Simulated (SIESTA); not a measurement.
Runs of SIESTA 5.4.2 on PbSe (Clausthalite). It takes space group Fm-3m (No. 225, cubic). Conventional cell: a = 6.121 Å, b = 6.121 Å, c = 6.121 Å, α = 90.00°, β = 90.00°, γ = 90.00°. Pb (site symmetry m-3m) is surrounded by 6 Se at 3.06 Å. Se (site symmetry m-3m) is surrounded by 6 Pb at 3.06 Å. 

| task | level | potentials or basis | cell | force tolerance | optimiser | energy shift | gap on the mesh (eV) | pressure (GPa) | relaxed volume (Å³/atom) |
| --- | --- | --- | --- | --- | --- | --- | --- | --- | --- |
| relaxation of cell and atoms | BLYP | PseudoDojo 0.4 standard (PBE files), DZP (energy shift 0.002 Ry) | relaxed | 0.01 eV/Å | - | 0.002 Ry | 0.83 | 0.0 | (c) |
| band structure | PBE | PseudoDojo 0.4 standard (PBE files), TZP (energy shift 0.002 Ry) | as given | - | - | 0.002 Ry | 0.40 | 3.8 | - |
| band structure | PBEsol | PseudoDojo 0.4 standard (PBEsol files), DZP (energy shift 0.003 Ry; two zetas on semicore shells) | as given | - | - | 0.003 Ry | (a) | 0.9 | - |
| relaxation of cell and atoms | PBE | PseudoDojo 0.4 standard (PBE files), DZDP (energy shift 0.002 Ry) | relaxed | 0.04 eV/Å | Broyden | 0.002 Ry | (b) | 0.1 | 30.91 |

Alike in all rows: no spin polarisation; k mesh 8 × 8 × 8; smearing fermi-dirac 0.05 eV; grid cutoff 500 Ry.

Q: Estimate the missing entries.

A: (a) 0.29; (b) 0.61; (c) 32.98.

Caveats: spin-orbit coupling is left out, which as a rule narrows the gap of such compounds by several tenths of an eV; the basis of atomic orbitals isn't converged, which shifts pressures, moduli and gaps; semicore shells carry a single zeta, which can move pressures by several GPa and volumes by a few percent (some runs); the volume moved by over 15 % at a fixed basis, so the end points are rough (some runs); the potentials were made for another functional, which shifts forces and pressure (some runs); the volume moved by +15 % from the deposited cell, more than functionals usually miss (some runs).

A k mesh can miss the band edges, and the runs leave out spin-orbit coupling on Pb, Se.

Not every run made on this cell is shown here.
